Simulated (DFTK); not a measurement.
Here is a DFTK 0.8.2 calculation.

Contents of run.jl:

```julia
using DFTK
using PseudoPotentialData
using Unitful, UnitfulAtomic
using LinearAlgebra, Printf
using AtomsBase
include("save.jl")
disable_threading()

cell = [[3.1967, 0.0, 0.0],
        [-1.59835, 2.7684234083, 0.0],
        [0.0, 0.0, 5.0578]]u"Å"
system = periodic_system([:Hf => [0.6666666667, 0.3333333333, 0.75],
                          :Hf => [0.3333333333, 0.6666666667, 0.25]],
                         cell; fractional=true)
lattice   = austrip.(hcat(cell_vectors(system)...))
symbols   = atomic_symbol(system, :) .|> Symbol
positions = [lattice \ austrip.(position(system, i)) for i in 1:length(system)]
pseudopotentials = Dict(:Hf => "Hf.upf")
elements = Dict(s => ElementPsp(s, pseudopotentials; rcut=10.0) for s in unique(symbols))
atoms    = [elements[s] for s in symbols]

build_model(lattice, positions; symmetries=true) =
    model_DFT(lattice, atoms, positions;
              functionals=PBEsol(),
              temperature=austrip(0.05u"eV"),
              smearing=Smearing.FermiDirac(),
              symmetries)
Ecut  = 35.0  # hartree
kgrid = [6, 6, 3]
tol   = 1e-6
to_GPa = ustrip(uconvert(u"GPa", 1u"hartree/bohr^3"))

results["points"] = []
for scale in [0.94, 0.96, 0.98, 1.0, 1.02, 1.04, 1.06]
    println("\n=== scale = ", scale)
    model = build_model(cbrt(scale) * lattice, positions)
    basis = PlaneWaveBasis(model; Ecut, kgrid)
    t0 = time()
    scfres = self_consistent_field(basis;
                                   tol,
                                   nbandsalg=AdaptiveBands(model; n_bands_converge=33))
    seconds = time() - t0
    @printf "SCF: %d iterations, %.1f s\n" scfres.n_iter seconds
    forces = compute_forces_cart(scfres)
    stress = compute_stresses_cart(scfres)
    @printf "V = %.5f Å^3  F = %.8f Ha  max force = %.5f eV/Å  p = %.4f GPa\n" ustrip(auconvert(u"Å^3", model.unit_cell_volume)) scfres.energies.total ustrip(auconvert(u"eV/Å", maximum(norm, forces))) (-tr(stress) / 3 * to_GPa)
    push!(results["points"], save_scf!(scfres; forces, stress, d=Dict{String,Any}("seconds" => seconds, "n_matvec" => get(scfres, :n_matvec, 0))))
end

# third-order Birch-Murnaghan fit in x = V^(-2/3)
V = [0.94, 0.96, 0.98, 1.0, 1.02, 1.04, 1.06] * abs(det(lattice))
E = [p["total"] for p in results["points"]]
x = V .^ (-2 / 3)
c = [x .^ 0 x x .^ 2 x .^ 3] \ E
Δ = c[3]^2 - 3c[2] * c[4]
if Δ > 0
    x0 = (-c[3] + sqrt(Δ)) / 3c[4]
    B0 = 4 / 9 * x0^(7 / 2) * (2c[3] + 6c[4] * x0)
    @printf "V0 = %.4f Å^3  B0 = %.2f GPa\n" ustrip(auconvert(u"Å^3", x0^(-3 / 2))) B0 * to_GPa
end
```

Potentials or basis: SG15 1.2 (PBE).

The run is started by

```sh
$ julia --threads=1 run.jl  # save.jl only writes the numbers to a file and isn't shown; printed stress counts tension as positive; times include loading and compiling
```

What does it give for the pressure derivative of the bulk modulus?

3.3.

Predict the equilibrium volume.

21.86 Å³/atom.

Estimate the bulk modulus at fixed shape and positions.

114 GPa.

Energy against volume, from the lowest point:
| volume (Å³/atom) | energy (meV/atom) |
| --- | --- |
| 21.037 | 11.45 |
| 21.485 | 2.23 |
| 21.933 | 0.00 |
| 22.380 | 4.22 |
| 22.828 | 14.35 |
| 23.276 | 29.90 |
| 23.723 | 50.37 |

Caveat: the k mesh is coarse (spacing up to 0.41 Å⁻¹), so the values aren't converged; the cell was scaled at fixed shape and fractional positions, which overstates the stiffness of a crystal with free parameters, most of all of layers and chains; the potentials were made for another functional, which shifts forces and pressure. Spin-orbit coupling is left out, which matters for the levels of Hf.
